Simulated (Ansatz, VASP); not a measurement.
## Two plane-wave programs on BaZrO3

The input INCAR:

```
SYSTEM = BaZrO3
  PREC = Accurate
  ENCUT = 600
  EDIFF = 1E-6
  ISMEAR = 0
  SIGMA = 0.02
  LREAL = .False.
  LASPH = .True.
  NELM = 100
  ALGO = Normal
  ISIF = 3
  LWAVE = .False.
  LCHARG = .False.
  GGA = PE
  IBRION = 2
  NSW = 100
  EDIFFG = -0.002
```

The input KPOINTS:

```
Automatic mesh
0
Gamma
  6 6 6
  0 0 0
```

Contents of POSCAR:

```
BaZrO3
1.0
    4.2000000000      0.0000000000      0.0000000000
    0.0000000000      4.2000000000      0.0000000000
    0.0000000000      0.0000000000      4.2000000000
Ba Zr O
1 1 3
Direct
    0.0000000000      0.0000000000      0.0000000000
    0.5000000000      0.5000000000      0.5000000000
    0.5000000000      0.5000000000      0.0000000000
    0.0000000000      0.5000000000      0.5000000000
    0.5000000000      0.0000000000      0.5000000000
```

Input for Ansatz:

```yaml
crystal:
  lattice:
    - [4.2, 0.0, 0.0]
    - [0.0, 4.2, 0.0]
    - [0.0, 0.0, 4.2]
  atoms:
    - { symbol: Ba, position: [0.0, 0.0, 0.0] }
    - { symbol: Zr, position: [0.5, 0.5, 0.5] }
    - { symbol: O, position: [0.5, 0.5, 0.0] }
    - { symbol: O, position: [0.0, 0.5, 0.5] }
    - { symbol: O, position: [0.5, 0.0, 0.5] }
basis:
  ecutwfc: 420
kpoints:
  mp_grid: { grid: [6, 6, 6] }
hamiltonian:
  xc: pbe
  pseudopotentials: { kind: paw, azcp: { folder: soft_1 } }
scf:
  occupations: { method: gaussian, width: 0.02 }
output:
  forces: true
  stress: true
  eigenvalues: true
  write_density: true
  write_potential: true
  elf: true
  volumetric_format: npy
relax:
  adjacent_minimum: "off"
  f_tol: 0.002
  max_steps: 80
  cell: { stress_tol: 0.02 }
```

The cell was built by a generator and needn't be a form met in nature.

Alike in both runs: task relaxation of cell and atoms; functional PBE; k mesh 6 × 6 × 6; occupations gaussian, width 0.02 eV; no spin polarisation.

|  | VASP | Ansatz |
| --- | --- | --- |
| version | VASP 6.6.1 | Ansatz 0.2.0 |
| potentials or method | VASP PAW PBE potentials, release 64 (Ba_sv, Zr_sv, O) | scalar-relativistic, plane waves, PAW |
| plane-wave cutoff (eV) | 600 | 420 |
| valence electrons in the cell | 40 | 40 |

```tsv
	VASP	Ansatz	Ansatz less VASP
gap on the k mesh at the Fermi level, each at its own relaxed structure (eV)	3.12	3.19	+0.065
relaxed volume (Å³/atom)	15.19	15.11	-0.083
relaxed cell length with the largest relative difference (Å)	4.235	4.227	-0.0077
energy change over the relaxation (meV/atom)	-4	-3	+1.7
```

Caveats: spin-orbit coupling is left out, which moves the levels of the heavy elements. A k mesh can miss the band edges.
